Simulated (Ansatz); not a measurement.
Starting structure, (101) slab as cut from the bulk (C, R-3m (No. 166), (1 0 1) face):

```xyz
12
Lattice="2.4589 0.0000 0.0000 -1.2295 3.6674 0.0000 0.0000 0.0000 26.1424" Properties=species:S:1:pos:R:3 pbc="T T T"
C     1.2295    2.1769    7.5000
C     0.0000    2.3149    8.1963
C     0.0000    2.5891    9.5892
C     1.2295    2.7270   10.2855
C     1.2295    3.0012   11.6784
C     0.0000    3.1392   12.3747
C     0.0000    3.4134   13.7676
C     1.2295    3.5513   14.4639
C     0.0000    0.1581   15.8568
C     1.2295    0.2960   16.5531
C     1.2295    0.5702   17.9461
C     0.0000    0.7082   18.6424
```

All numbers below come from Ansatz 0.2.0, DFT PBEsol, scalar-relativistic, plane waves, PAW. Plane waves to 420 eV, a k mesh through Γ of 15×10×1 on the computed 12-atom cell and Gaussian smearing (0.05 eV); no spin polarisation. The cell repeats along c with a dipole correction in the vacuum.

All atoms are free. The cell is fixed. Force threshold 0.02 eV/Å.

Problem. Where does it end?

Solution. The energy falls by 0.215 eV in 5 steps, to:

```
CELL_PARAMETERS angstrom
2.45891 0.00000 0.00000
-1.22946 3.66745 0.00000
0.00000 0.00000 26.14235
ATOMIC_POSITIONS crystal
C 0.78894 0.57788 0.28897
C 0.30732 0.61465 0.31222
C 0.34882 0.69764 0.36712
C 0.86844 0.73688 0.39325
C 0.90787 0.81574 0.44682
C 0.42725 0.85450 0.47327
C 0.46613 0.93226 0.52673
C 0.98550 0.97100 0.55318
C 0.02491 0.04982 0.60675
C 0.54452 0.08904 0.63288
C 0.58598 0.17196 0.68778
C 0.10434 0.20869 0.71104
```

Cost: 1 run of about 15 core-minutes, on Intel Xeon Processor @ 2.50GHz (Skylake/Cascade Lake) (shared hosts).